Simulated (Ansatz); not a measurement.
**LiF: band gap under strain**

Aim: follow the gap of rocksalt LiF through these states: +1.0 % strain along z alone; -3.0 % shear in the xy plane; +0.5 % biaxial strain in x and y, free along z. The table at the end shows which levels were run.

The runs shown are made with Ansatz 0.2.0. PAW datasets, plane waves. Computed at 0 K without zero-point motion; spin polarisation is off.

### Step 1. The system as given

The unstrained cell was relaxed with r2SCAN; in each strained cell the atoms were relaxed again with r2SCAN. Names of k-points are those of the unstrained zone, where strain can split equivalent points. First state: +1.0 % strain along z alone.

The symmetry is I4/mmm (No. 139, tetragonal); a = 2.821 Å, c = 4.030 Å in the conventional setting, 8.02 Å³ an atom. Near Li stand 6 F at 1.99–2.01 Å; near F stand 6 Li at 1.99–2.01 Å.

Coordinates:

```
Li F
1.0
     0.00000    1.99487    2.01482
     1.99487    0.00000    2.01482
     1.99487    1.99487    0.00000
Li F
1 1
Cartesian
  0.0000 0.0000 0.0000
  1.9949 1.9949 2.0148
```

From earlier runs on the unstrained cell: PBE 9.35 eV, r2SCAN 10.33 eV, HSE06 11.67 eV, G0W0 13.59 eV (on its mesh); a = 3.990 Å.

### Step 2. +1.0 % strain along z alone: PBE

Input file input.yaml:

```yaml
crystal:
  lattice:
    - [0.0, 1.9948717393, 2.0148204567]
    - [1.9948717393, 0.0, 2.0148204567]
    - [1.9948717393, 1.9948717393, 0.0]
  atoms:
    - { symbol: Li, position: [0.0, 0.0, 0.0] }
    - { symbol: F, position: [0.5, 0.5, 0.5] }
kpoints:
  mp_grid: { grid: [10, 10, 10] }
  band_path:
    path:
      - [0.0, 0.0, 0.0]
      - [0.5, 0.0, 0.5]
      - [0.625, 0.25, 0.625]
      - [0.375, 0.375, 0.75]
      - [0.5, 0.5, 0.5]
      - [0.5, 0.25, 0.75]
      - [0.0375, 0.0375, 0.075]
    npoints: 1
hamiltonian:
  xc: pbe
scf:
  occupations: { method: fermi_dirac, width: 0.02 }
  n_extra_bands: 4
output:
  forces: true
  stress: true
  eigenvalues: true
```

Further steps of the session: +1.0 % strain along z alone: r2SCAN; +1.0 % strain along z alone: HSE06; +1.0 % strain along z alone: G0W0@PBE; -3.0 % shear in the xy plane: PBE; -3.0 % shear in the xy plane: r2SCAN; -3.0 % shear in the xy plane: HSE06; -3.0 % shear in the xy plane: G0W0@PBE; +0.5 % biaxial strain in x and y, free along z: PBE; +0.5 % biaxial strain in x and y, free along z: r2SCAN; +0.5 % biaxial strain in x and y, free along z: HSE06; +0.5 % biaxial strain in x and y, free along z: G0W0@PBE.

**Question.** What will these runs give?

The runs gave:

Least gap in eV (negative: overlap), with the change from the unstrained cell in brackets. G0W0 is on its own coarse mesh.

```
                                         state  volume change (%)           PBE         r2SCAN          HSE06           G0W0
                   +1.0 % strain along z alone               +1.0  9.24 (-0.11)  10.22 (-0.11)  11.56 (-0.11)  13.46 (-0.13)
                  -3.0 % shear in the xy plane               -0.0  9.26 (-0.09)  10.24 (-0.09)  11.59 (-0.08)  13.49 (-0.10)
+0.5 % biaxial strain in x and y, free along z               +0.7  9.28 (-0.07)  10.26 (-0.07)  11.60 (-0.07)  13.51 (-0.08)
```

What this shows: The largest move of the HSE06 gap in the table is -0.114 eV, under +1.0 % strain along z alone. PBE and HSE06 differ by 2.33 eV on the unstrained gap, and by at most 0.01 eV on its change: PBE follows the response to strain far better than the gap itself. No extrapolation in bands, cutoff or mesh was made for G0W0.
